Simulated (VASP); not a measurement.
A run of VASP 6.6.1 is set up as follows.

INCAR

```
SYSTEM = BeTe
  PREC = Accurate
  ENCUT = 600
  EDIFF = 1E-7
  ISMEAR = 0
  SIGMA = 0.03
  LREAL = .FALSE.
  LASPH = .TRUE.
  NELM = 80
  ALGO = Normal
  ISIF = 3
  LWAVE = .FALSE.
  LCHARG = .FALSE.
  GGA = PS
  IBRION = 2
  NSW = 90
  EDIFFG = -0.005
  KPAR = 4
```

Contents of KPOINTS:

```
regular mesh
0
G
  8 8 8
  0 0 0
```

Contents of POSCAR:

```
BeTe                                    
1.0
   -0.0000000000      2.8061350131      2.8061350131
    2.8061350131      0.0000000000      2.8061350131
    2.8061350131      2.8061350131      0.0000000000
  Be              Te            
     1     1
Direct
     0.0000000000000000    0.0000000000000000    0.0000000000000000
     0.2500000000000000    0.2500000000000000    0.2500000000000000
```

Potentials or basis: VASP PAW PBE potentials, release 64 (Be, Te).

Launch:

```console
$ cat potpaw_PBE.64/Be/POTCAR potpaw_PBE.64/Te/POTCAR > POTCAR
$ mpirun -np 4 vasp_std > vasp.out
```

Problem. Predict the band gap on the k mesh.

Solution. 1.83 eV, indirect (least direct gap 3.59 eV).

Final structure:
```
Be Te
1.0
     0.00000    2.80614    2.80614
     2.80614    0.00000    2.80614
     2.80614    2.80614    0.00000
Be Te
1 1
Direct
  0.00000 0.00000 0.00000
  0.25000 0.25000 0.25000
```

Caveat: the relaxation stopped at its first step, so nothing moved; spin-orbit coupling is left out, which moves the levels of the heavy elements. A hybrid or GW would open this gap; PBEsol tends to underestimate it.
